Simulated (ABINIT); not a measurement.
# Co (P6_3/mmc) in ABINIT: a series of runs, part 2 of 2

ABINIT 10.8.3 (patched build).

**3. Optical spectrum, PBE, collinear spin, ferromagnetic start**

run.abi

```
# Datasets
ndtset 3

# Pseudopotentials
pp_dirpath "./"
pseudos "Co_ONCV_PBE-1.2.upf"

# Structure
acell 3*1.0 Angstrom
rprim
     2.4705617809     0.0000000000     0.0000000000
    -1.2352808905     2.1395692639     0.0000000000
     0.0000000000     0.0000000000     8.0882338000
ntypat 1
znucl 27
natom 4
typat 1 1 1 1
xred
            2/3            1/3            3/4
            0.0            0.0            1/2
            1/3            2/3            1/4
            0.0            0.0            0.0

# Plane-wave basis
ecut 30.0

# k points
ngkpt 16 16 6
nshiftk 1
shiftk 0.0 0.0 0.5
istwfk *1

# Exchange and correlation
ixc 11

# Bands and occupations
occopt 3
tsmear 0.00367493

# Spin
nsppol 2
spinat
     0.0000000000     0.0000000000     2.0000000000
     0.0000000000     0.0000000000     2.0000000000
     0.0000000000     0.0000000000     2.0000000000
     0.0000000000     0.0000000000     2.0000000000

# SCF cycle
nstep 80

# Output
iomode 3
prteig 0
prtebands 0

# Dataset 1: ground state
nband1 43
tolvrs1 1.0e-12
prtden1 1
prtwf1 0
kptopt1 1

# Dataset 2: empty bands at fixed density
iscf2 -3
getden2 1
nband2 50
nbdbuf2 4
tolwfr2 1.0e-12
nstep2 120
prtden2 0
kptopt2 1

# Dataset 3: wave functions and velocity matrix elements in the full zone
optdriver3 8
wfk_task3 "wfk_optics_fullbz"
getwfk3 2
nband3 46
kptopt3 1
prtevk3 1
inclvkb3 2
```

optic.abi

```
&FILES
 ddkfile_1 = 'runo_DS3_1_EVK.nc',
 ddkfile_2 = 'runo_DS3_2_EVK.nc',
 ddkfile_3 = 'runo_DS3_3_EVK.nc',
 wfkfile = 'runo_DS3_WFK.nc'
/
&PARAMETERS
 broadening = 0.003675,
 domega = 0.002,
 maxomega = 0.8,
 scissor = 0.000000,
 tolerance = 0.002
/
&COMPUTATIONS
 num_lin_comp = 2,
 lin_comp = 11,33,
 num_nonlin_comp = 0
/
```

Potentials or basis: SG15 NC PBE v1.2.

Run with:

```console
mpirun --bind-to none -np 4 abinit run.abi > log 2>&1
optic optic.abi > optic.log 2>&1
```

run.abo:

```text
.Version 10.8.3 of ABINIT
 DATASET    1 : space group P6_3/m m c (#194); Bravais hP (primitive hexag.)
================================================================================
 Values of the parameters that define the memory need for DATASET  1.
     intxc =       0    ionmov =       0      iscf =       7    lmnmax =       6
     lnmax =       6     mgfft =      80  mpssoang =       3    mqgrid =    3769
     natom =       4  nloc_mem =       1    nspden =       2   nspinor =       1
    nsppol =       2      nsym =      24    n1xccc =       0    ntypat =       1
    occopt =       3   xclevel =       2
       mpw =        2279          nfft =       46080          nkpt =          90
================================================================================
================================================================================
[... 13 lines left out ...]
 DATASET    3 : space group P6_3/m m c (#194); Bravais hP (primitive hexag.)
================================================================================
 Values of the parameters that define the memory need for DATASET  3.
     intxc =       0    ionmov =       0      iscf =       7    lmnmax =       6
     lnmax =       6     mgfft =      80  mpssoang =       3    mqgrid =    3769
     natom =       4  nloc_mem =       1    nspden =       2   nspinor =       1
    nsppol =       2      nsym =      24    n1xccc =       0    ntypat =       1
    occopt =       3   xclevel =       2
       mpw =        2279          nfft =       46080          nkpt =          90
================================================================================
================================================================================

--------------------------------------------------------------------------------
------------- Echo of variables that govern the present computation ------------
--------------------------------------------------------------------------------
 -outvars: echo values of preprocessed input variables --------
            acell      1.8897261259E+00  1.8897261259E+00  1.8897261259E+00 Bohr
              amu      5.89332000E+01
             ecut      3.00000000E+01 Hartree
           getden1          0
           getden2          1
           getden3          0
           getwfk1          0
           getwfk2          0
           getwfk3          2
             iscf1          7
             iscf2         -3
             iscf3          7
              ixc          11
           jdtset        1    2    3
                       outvar_i_n : Printing only first  50 k-points.
         kptrlatt       16    0    0      0   16    0      0    0    6
          kptrlen      7.46989623E+01
            natom           4
            nband1         43
            nband2         50
            nband3         46
           nbdbuf1          0
           nbdbuf2          4
           nbdbuf3          0
           ndtset           3
            ngfft          24      24      80
             nkpt          90
           nspden           2
           nsppol           2
            nstep1         80
            nstep2        120
            nstep3         80
             nsym          24
           ntypat           1
                       prtocc : prtvol=0, do not print more k-points.
                       1.000000  1.000000  1.000000  1.000000  1.000000  1.000000
                       1.000000  1.000000  1.000000  1.000000  1.000000  1.000000
[... 1672 lines left out ...]
   1.00000    1.00000    1.00000    1.00000    1.00000    1.00000    1.00000    1.00000
   1.00000    1.00000    1.00000    1.00000    1.00000    1.00000    1.00000    1.00000
   1.00000    1.00000    1.00000    1.00000    1.00000    0.99984    0.99984    0.98432
   0.00000    0.00000    0.00000    0.00000    0.00000    0.00000    0.00000    0.00000
   0.00000    0.00000
 prteigrs : prtvol=0 or 1, do not print more k-points.

 Eigenvalues (hartree) for nkpt=  90  k points, SPIN DOWN:
 kpt#   1, nband= 50, wtk=  0.00130, kpt=  0.0000  0.0000  0.0833 (reduced coord)
  -3.22968   -3.22884   -3.22829   -3.22745   -1.87743   -1.87190   -1.86996   -1.86605
  -1.86605   -1.86527   -1.86527   -1.86503   -1.86503   -1.86433   -1.86425   -1.86425
  -0.09345   -0.02156    0.00324    0.08098    0.17856    0.18196    0.20056    0.20116
   0.20116    0.20139    0.20139    0.21141    0.21141    0.21303    0.21303    0.22497
   0.24604    0.24604    0.25848    0.25848    0.26933    0.26933    0.28463    0.28463
   0.51138    0.76489    0.83578    1.04468    1.06637    1.10020    1.15589    1.17766
   1.17903    1.18875
      occupation numbers for kpt#   1
   1.00000    1.00000    1.00000    1.00000    1.00000    1.00000    1.00000    1.00000
   1.00000    1.00000    1.00000    1.00000    1.00000    1.00000    1.00000    1.00000
   1.00000    1.00000    1.00000    1.00000    1.00000    1.00000    0.99999    0.99999
   0.99999    0.99999    0.99999    0.99981    0.99981    0.99971    0.99971    0.99259
   0.30256    0.30256    0.01446    0.01446    0.00077    0.00077    0.00001    0.00001
   0.00000    0.00000    0.00000    0.00000    0.00000    0.00000    0.00000    0.00000
   0.00000    0.00000
 prteigrs : prtvol=0 or 1, do not print more k-points.

--- !EnergyTerms
iteration_state     : {dtset: 2, }
comment             : Components of total free energy in Hartree
kinetic             :  2.31799621431068E+02
hartree             :  1.26494347245979E+02
xc                  : -5.52106757060137E+01
Ewald energy        : -4.01040251871315E+02
psp_core            :  3.50946108648133E+01
local_psp           : -2.95679609768178E+02
non_local_psp       : -1.83482399293982E+02
internal            : -5.42024357097627E+02
'-kT*entropy'       : -4.70105314971346E-03
total_energy        : -5.42029058150777E+02
...

--- !EnergyTermsDC
iteration_state     : {dtset: 2, }
comment             : '"Double-counting" decomposition of free energy'
band_energy         : -6.63979126312482E+01
Ewald energy        : -4.01040251871315E+02
psp_core            :  3.50946108648133E+01
xc_dc               : -1.09680803671152E+02
internal            : -5.42024357308902E+02
'-kT*entropy'       : -4.70105314971346E-03
total_energy_dc     : -5.42029058362051E+02
...

================================================================================
== DATASET  3 ==================================================================

--- !DatasetInfo
iteration_state: {dtset: 3, }
dimensions: {natom: 4, nkpt: 90, mband: 46, nsppol: 2, nspinor: 1, nspden: 2, mpw: 2279, }
cutoff_energies: {ecut:  30.0, pawecutdg:  -1.0, }
electrons: {nelect:   6.80000000E+01, charge:   0.00000000E+00, occopt:   3.00000000E+00, tsmear:   3.67493000E-03, }
meta: {optdriver: 8, wfk_task: 7, }
...

 mkfilename : getwfk/=0, take file _WFK from output of DATASET   2.

 Exchange-correlation functional for the present dataset will be:
  GGA: Perdew-Burke-Ernzerhof functional - ixc=11
  J.P.Perdew, K.Burke, M.Ernzerhof, PRL 77, 3865 (1996)

--------------------------------------------------------------------------------

 Computation of velocity matrix elements (DDK)

 Parameters extracted from the Abinit header:
    ecut:     30.0
    nkpt:    1536
    mband:   50
    nsppol:  2
    nspinor: 1
    useylm:  0
    inclvkb: 2
    bmin: 1, bmax: 50
    Computing diagonal and off-diagonal matrix elements
    Between band index bmin: 1, bmax: 50

== END DATASET(S) ==============================================================
================================================================================

 -outvars: echo values of variables after computation  --------
            acell      1.8897261259E+00  1.8897261259E+00  1.8897261259E+00 Bohr
           etotal1    -5.4202905836E+02
           etotal2    -5.4202905836E+02
           etotal3     0.0000000000E+00
            fcart1    -3.0279162095E-28  3.2465981573E-28 -1.0322333000E-31
                      -1.4418648617E-29 -1.0821993858E-28  3.4407776667E-32
                       3.3162891818E-28 -1.0821993857E-28  3.4407776667E-32
                      -1.4418648617E-29 -1.0821993858E-28  3.4407776667E-32
            fcart3     0.0000000000E+00  0.0000000000E+00  0.0000000000E+00
                       0.0000000000E+00  0.0000000000E+00  0.0000000000E+00
                       0.0000000000E+00  0.0000000000E+00  0.0000000000E+00
                       0.0000000000E+00  0.0000000000E+00  0.0000000000E+00
            rprim      2.4705617809E+00  0.0000000000E+00  0.0000000000E+00
                      -1.2352808905E+00  2.1395692639E+00  0.0000000000E+00
                       0.0000000000E+00  0.0000000000E+00  8.0882338000E+00
           strten1    -2.0763951394E-04 -2.0763951640E-04 -1.2528429735E-04
                       0.0000000000E+00  0.0000000000E+00  2.8377443197E-12
           strten3     0.0000000000E+00  0.0000000000E+00  0.0000000000E+00
                       0.0000000000E+00  0.0000000000E+00  0.0000000000E+00
           xangst      1.2352808904E+00  7.1318975463E-01  6.0661753500E+00
                       0.0000000000E+00  0.0000000000E+00  4.0441169000E+00
                      -3.3333457866E-11  1.4263795093E+00  2.0220584500E+00
                       0.0000000000E+00  0.0000000000E+00  0.0000000000E+00
             xred      6.6666666667E-01  3.3333333333E-01  7.5000000000E-01
                       0.0000000000E+00  0.0000000000E+00  5.0000000000E-01
                       3.3333333333E-01  6.6666666667E-01  2.5000000000E-01
                       0.0000000000E+00  0.0000000000E+00  0.0000000000E+00
 Calculation completed.
```

Wall time 4.2 min (4 MPI ranks of AMD EPYC 9R45 (Zen 5), shared host); peak memory 11 GiB.

Results:

- Free energy: -14749.3621 eV
- Pressure: 5.3 GPa
- Net moment: 6.51 μB per cell
- Site moments: Co +1.72, +1.70 μB

Dielectric function (mean over the directions given):
| energy (eV) | real part | imaginary part |
| --- | --- | --- |
| 0.33 | 58.22 | 64.79 |
| 0.98 | 22.60 | 43.79 |
| 1.63 | 1.72 | 37.60 |
| 2.29 | -5.62 | 24.34 |
| 2.94 | -7.52 | 16.81 |
| 3.70 | -6.19 | 8.75 |
| 4.35 | -4.06 | 5.97 |
| 5.01 | -1.25 | 4.85 |
| 5.66 | -1.03 | 4.35 |
| 6.31 | -0.78 | 6.18 |
| 7.08 | -2.52 | 3.59 |
| 7.73 | -0.98 | 2.32 |
| 8.38 | -0.35 | 2.51 |
| 9.03 | -0.29 | 2.29 |
| 9.69 | -0.06 | 2.23 |
| 10.45 | -0.05 | 2.27 |
| 11.10 | -0.23 | 2.26 |
| 11.76 | -0.02 | 2.05 |
| 12.41 | 0.02 | 1.81 |
| 13.06 | 0.13 | 1.74 |
| 13.82 | 0.31 | 1.62 |
| 14.48 | 0.13 | 1.67 |
| 15.13 | 0.30 | 1.78 |
| 15.78 | 0.17 | 1.83 |
| 16.44 | 0.00 | 1.73 |
| 17.20 | -0.07 | 1.54 |
| 17.85 | -0.10 | 1.42 |
| 18.50 | -0.11 | 1.29 |
| 19.16 | -0.12 | 1.24 |
| 19.92 | -0.26 | 1.18 |

Caveat: the intraband (Drude) term is left out; spectra need much finer meshes, so this one isn't converged; independent-particle spectra lack excitons.
